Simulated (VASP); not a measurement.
# WC (Fm-3m) in VASP: a series of runs

One crystal, WC, is run at these levels: PBE, PBEsol; tasks: single point, relaxation of cell and atoms.

Everything below comes from runs of VASP 6.6.1. Logs are shortened: lines on timing, memory, paths and dates and some standing lists are left out, and cuts for length are marked.

## Step 1: The structure

The structure is cubic, space group Fm-3m (No. 225). The conventional cell has a = 4.385 Å, b = 4.385 Å, c = 4.385 Å, α = 90.00°, β = 90.00°, γ = 90.00°. W (site symmetry m-3m) has 6 C at 2.19 Å as nearest neighbours. C (site symmetry m-3m) has 6 W at 2.19 Å as nearest neighbours.

Measurements of this composition are mostly on another form, of space group No. 187.

## Step 2: Single point, PBE

Contents of INCAR:

```
PREC = Accurate ; ENCUT = 450
EDIFF = 1E-6 ; ISMEAR = 0
SIGMA = 0.02 ; LREAL = False
LASPH = True ; NELM = 60
ALGO = Fast ; ISIF = 2
LWAVE = False ; LCHARG = False
GGA = PE ; NBANDS = 16
```

Contents of KPOINTS:

```
Automatic mesh
0
Gamma
  7 7 7
```

Contents of POSCAR:

```
WC
1.0
    0.0000000000      2.1926840000      2.1926840000
    2.1926840000      0.0000000000      2.1926840000
    2.1926840000      2.1926840000      0.0000000000
W C
1 1
Direct
    0.0000000000      0.0000000000      0.0000000000
    0.5000000000      0.5000000000      0.5000000000
```

Potentials or basis: VASP PAW PBE potentials, release 64 (W_sv_GW, C_GW).

On the command line:

```
$ cat potpaw_PBE.64/W_sv_GW/POTCAR potpaw_PBE.64/C_GW/POTCAR > POTCAR
$ mpirun -np 1 vasp_std > vasp.out
```

OUTCAR:

```text
PREC = Accurate
   ENCUT = 450
   EDIFF = 1E-6
   ISMEAR = 0
   LREAL = False
   LASPH = True
   NELM = 60
   ISIF = 2
   GGA = PE

 ion  position               nearest neighbor table
   1  0.000  0.000  0.000-   2 2.19   2 2.19   2 2.19   2 2.19   2 2.19   2 2.19
   2  0.500  0.500  0.500-   1 2.19   1 2.19   1 2.19   1 2.19   1 2.19   1 2.19

  LATTYP: Found a face centered cubic cell.
 ALAT       =     4.3853680000

  Lattice vectors:

 A1 = (   0.0000000000,   2.1926840000,   2.1926840000)
 A2 = (   2.1926840000,   0.0000000000,   2.1926840000)
 A3 = (   2.1926840000,   2.1926840000,   0.0000000000)

Analysis of symmetry for initial positions (statically):
=====================================================================
 Subroutine PRICEL returns:
 Original cell was already a primitive cell.

 Routine SETGRP: Setting up the symmetry group for a
 face centered cubic supercell.

 Subroutine GETGRP returns: Found 48 space group operations
 (whereof 48 operations were pure point group operations)
 out of a pool of 48 trial point group operations.

The static configuration has the point symmetry O_h .

Analysis of symmetry for dynamics (positions and initial velocities):
=====================================================================
 Subroutine PRICEL returns:
 Original cell was already a primitive cell.

 Routine SETGRP: Setting up the symmetry group for a
 face centered cubic supercell.

 Subroutine GETGRP returns: Found 48 space group operations
 (whereof 48 operations were pure point group operations)
 out of a pool of 48 trial point group operations.

The dynamic configuration has the point symmetry O_h .

 Subroutine INISYM returns: Found 48 space group operations
 (whereof 48 operations are pure point group operations),
 and found     1 'primitive' translations

----------------------------------------------------------------------------------------

                                     Primitive cell

  volume of cell :      21.0842

  direct lattice vectors                    reciprocal lattice vectors
     0.000000000  2.192684000  2.192684000    -0.228031034  0.228031034  0.228031034
     2.192684000  0.000000000  2.192684000     0.228031034 -0.228031034  0.228031034
     2.192684000  2.192684000  0.000000000     0.228031034  0.228031034 -0.228031034

  length of vectors
     3.100923451  3.100923451  3.100923451     0.394961337  0.394961337  0.394961337

  position of ions in fractional coordinates (direct lattice)
     0.000000000  0.000000000  0.000000000
     0.500000000  0.500000000  0.500000000

  ion indices of the primitive-cell ions
   primitive index   ion index
                 1           1
                 2           2

----------------------------------------------------------------------------------------

 KPOINTS: Automatic mesh

Automatic generation of k-mesh.
 Grid dimensions read from file:
 generate k-points for:    7    7    7

 Generating k-lattice:

  Cartesian coordinates                     Fractional coordinates (reciprocal lattice)
    -0.032575862  0.032575862  0.032575862     0.142857143  0.000000000  0.000000000
     0.032575862 -0.032575862  0.032575862     0.000000000  0.142857143  0.000000000
     0.032575862  0.032575862 -0.032575862     0.000000000  0.000000000  0.142857143

  Length of vectors
     0.056423048  0.056423048  0.056423048

  Shift w.r.t. Gamma in fractional coordinates (k-lattice)
     0.000000000  0.000000000  0.000000000

 Subroutine IBZKPT returns following result:
 ===========================================

 Found     20 irreducible k-points:

 Following reciprocal coordinates:
            Coordinates               Weight
  0.000000  0.000000  0.000000      1.000000
  0.142857  0.000000  0.000000      8.000000
  0.285714  0.000000  0.000000      8.000000
  0.428571  0.000000  0.000000      8.000000
  0.142857  0.142857  0.000000      6.000000
  0.285714  0.142857  0.000000     24.000000
[... 12 lines left out ...]
 -0.428571  0.428571  0.142857     24.000000
 -0.285714  0.428571  0.142857     24.000000
   k-points           NKPTS =     20   k-points in BZ     NKDIM =     20   number of bands    NBANDS=     16
   number of dos      NEDOS =    301   number of ions     NIONS =      2
   total plane-waves  NPLWV =  13824
   dimension x,y,z NGX =    24 NGY =   24 NGZ =   24
   dimension x,y,z NGXF=    48 NGYF=   48 NGZF=   48
   ions per type =               1   1
   NGX,Y,Z   is equivalent  to a cutoff of  12.87, 12.87, 12.87 a.u.
   NGXF,Y,Z  is equivalent  to a cutoff of  25.73, 25.73, 25.73 a.u.
 SYSTEM =  unknown system
   PREC   = accura    normal or accurate (medium, high low for compatibility)
   ISTART =      0    job   : 0-new  1-cont  2-samecut
   ICHARG =      2    charge: 1-file 2-atom 10-const
   ISPIN  =      1    spin polarized calculation?
   LNONCOLLINEAR =      F non collinear calculations
   LSORBIT =      F    spin-orbit coupling
   LASPH  =      T    aspherical Exc in radial PAW
   ENCUT  =  450.0 eV  33.07 Ry    5.75 a.u.   5.36  5.36  5.36*2*pi/ulx,y,z
   NELM   =     60;   NELMIN=  2; NELMDL= -5     # of ELM steps
   EDIFF  = 0.1E-05   stopping-criterion for ELM
   LREAL  =      F    real-space projection
   EDIFFG = 0.1E-04   stopping-criterion for IOM
   NSW    =      0    number of steps for IOM
   IBRION =     -1    ionic relax: 0-MD 1-quasi-New 2-CG
   NFREE  =      0    steps in history (QN), initial steepest desc. (CG)
   ISIF   =      2    stress and relaxation
   ISYM   =      2    0-nonsym 1-usesym 2-fastsym
   POTIM  = 0.5000    time-step for ionic-motion
   TEBEG  =    0.0;   TEEND  =   0.0 temperature during run
   PSTRESS=    0.0 pullay stress
   NELECT =      18.0000    total number of electrons
   NUPDOWN=      -1.0000    fix difference up-down
   EMIN   =  10.00;   EMAX   =-10.00  energy-range for DOS
   EFERMI =   0.00;   METHOD = LEGACY
   ISMEAR =     0;   SIGMA  =   0.02  broadening in eV -4-tet -1-fermi 0-gaus
   EFERMI_NEDOS =   21; number of points for ismear=-14 and -15
   IALGO  =     68    algorithm
   IMIX   =      4    mixing-type and parameters
     AMIX     =   0.40;   BMIX     =  1.00
     AMIX_MAG =   1.60;   BMIX_MAG =  1.00
  volume/ion in A,a.u.               =      10.54        71.14
  Fermi-wavevector in a.u.,A,eV,Ry     =   1.553029  2.934800 32.815887  2.411900
  Thomas-Fermi vector in A             =   2.657319
   LORBIT       =      0    0 simple, 1 ext, 2 COOP (PROOUT), +10 PAW based schemes
   GGA     = PE    functional components
   LHFCALC =     F    Hartree Fock is set to
   AEXX    =    0.0000 exact exchange contribution
   IVDW    =     0    specifies the selected vdW correction
   LEPSILON=     F    determine dielectric tensor
   LRPA    =     F    only Hartree local field effects (RPA)
 non-spin polarized calculation
 RMM-DIIS sequential band-by-band and
 Gauss-broadening in eV      SIGMA  =   0.02
  energy-cutoff  :      450.00
  volume of cell :       21.08
 maximum number of plane-waves:       471
 NGX is ok and might be reduce to    24
   NGX = 11   NGY = 11   NGZ = 11

 number of electron      17.9999999 magnetization

 Free energy of the ion-electron system (eV)
  ---------------------------------------------------
  ext. energy  EPLUGINS =         0.00000000
  ---------------------------------------------------
  free energy    TOTEN  =       -23.66903845 eV

  energy without entropy =      -23.66879098  energy(sigma->0) =      -23.66891471

 E-fermi :  13.0030     XC(G=0): -13.8994

 val. band max:       12.9892838315   @ k =  -0.1429   0.1429   0.0000
 cond. band min:      13.2216116379   @ k =   0.2857   0.1429   0.0000
 fundamental gap:      0.2323278064
 Fermi energy:        13.0029694366

 k-point     1 :       0.0000    0.0000    0.0000
  band No.  band energies     occupation
      1     -62.1489      2.00000
      2     -26.1548      2.00000
      3     -26.1548      2.00000
      4     -26.1548      2.00000
      5      -2.4855      2.00000
      6      10.5531      2.00000
[... 8 lines left out ...]
     15      22.9932      0.00000
     16      36.4323      0.00000

 k-point     2 :       0.1429    0.0000    0.0000
  band No.  band energies     occupation
      1     -62.1419      2.00000
      2     -26.2684      2.00000
      3     -26.1671      2.00000
      4     -26.1671      2.00000
      5      -1.9260      2.00000
      6       8.9733      2.00000
[... 8 lines left out ...]
     15      24.2140      0.00000
     16      32.3911      0.00000

 k-point     3 :       0.2857    0.0000    0.0000
  band No.  band energies     occupation
      1     -62.1264      2.00000
      2     -26.5161      2.00000
      3     -26.1948      2.00000
      4     -26.1948      2.00000
      5      -0.4355      2.00000
      6       6.4895      2.00000
[... 8 lines left out ...]
     15      25.7179      0.00000
     16      29.1753      0.00000

 k-point     4 :       0.4286    0.0000    0.0000
  band No.  band energies     occupation
      1     -62.1138      2.00000
      2     -26.7080      2.00000
      3     -26.2163      2.00000
      4     -26.2163      2.00000
      5       1.4946      2.00000
      6       4.1839      2.00000
[... 8 lines left out ...]
     15      25.6847      0.00000
     16      25.6848      0.00000
[... 248 lines left out ...]
 k-point    18 :      -0.4286    0.2857    0.1429
  band No.  band energies     occupation
      1     -62.1058      2.00000
      2     -26.6178      2.00000
      3     -26.3982      2.00000
      4     -26.2778      2.00000
      5       1.0027      2.00000
      6       5.2314      2.00000
[... 8 lines left out ...]
     15      25.0813      0.00000
     16      26.3126      0.00000

 k-point    19 :      -0.4286    0.4286    0.1429
  band No.  band energies     occupation
      1     -62.1017      2.00000
      2     -26.6128      2.00000
      3     -26.4108      2.00000
      4     -26.3466      2.00000
      5       0.3023      2.00000
      6       6.8623      2.00000
[... 8 lines left out ...]
     15      24.9775      0.00000
     16      27.7313      0.00000

 k-point    20 :      -0.2857    0.4286    0.1429
  band No.  band energies     occupation
      1     -62.1007      2.00000
      2     -26.5425      2.00000
      3     -26.5145      2.00000
      4     -26.3348      2.00000
      5       0.7072      2.00000
      6       6.3236      2.00000
[... 8 lines left out ...]
     15      25.4152      0.00000
     16      25.9394      0.00000

------------------------ aborting loop because EDIFF is reached ----------------------------------------

  FORCE on cell =-STRESS in cart. coord.  units (eV):
  Direction    XX          YY          ZZ          XY          YZ          ZX
  --------------------------------------------------------------------------------------
  -------------------------------------------------------------------------------------
  Total       -0.4752321     -0.4752321     -0.4752321      0.0000000     -0.0000000     -0.0000000
  in kB      -36.1125533    -36.1125533    -36.1125533      0.0000000     -0.0000000     -0.0000000
  external PRESSURE =     -36.1125533 kB  Pullay stress =       0.0000000 kB

 VOLUME and BASIS-vectors are now :
 -----------------------------------------------------------------------------
  energy-cutoff  :      450.00
  volume of cell :       21.08
      direct lattice vectors                 reciprocal lattice vectors
     0.000000000  2.192684000  2.192684000    -0.228031034  0.228031034  0.228031034
     2.192684000  0.000000000  2.192684000     0.228031034 -0.228031034  0.228031034
     2.192684000  2.192684000  0.000000000     0.228031034  0.228031034 -0.228031034

 POSITION                                       TOTAL-FORCE (eV/Angst)
 -----------------------------------------------------------------------------------
      0.00000      0.00000      0.00000         0.000000      0.000000      0.000000
      2.19268      2.19268      2.19268         0.000000      0.000000      0.000000
 -----------------------------------------------------------------------------------
    total drift:                                0.000000     -0.000000     -0.000000

  FREE ENERGIE OF THE ION-ELECTRON SYSTEM (eV)
  ---------------------------------------------------
  free  energy   TOTEN  =       -23.6690384492 eV

  energy  without entropy=      -23.6687909759  energy(sigma->0) =      -23.66891471
```

Run time: 11 s. Hardware: 1 thread of Intel Xeon Platinum 8375C at 2.90GHz (Ice Lake), shared host; peak memory 0.14 GiB.

Results:

```
Free energy            : -23.6690 eV
Band gap on the k mesh : none (metal or under the smearing width)
```

Levels at points of the mesh, in eV from the Fermi level:
```
           k point  band 6  band 7  band 8  band 9  band 10  band 11  band 12  band 13
(0.00, 0.00, 0.00)   -2.45   -2.45   -2.45   -0.73    -0.73    -0.73    -0.67    -0.67
```

Caveat: the cutoff is under 1.25 times the usual one of these potentials, so pressure, stress and relaxed cells hold a basis-set (Pulay) error. Spin-orbit coupling is left out, which matters for the levels of W.

(Part 1 of 2 ends here.)
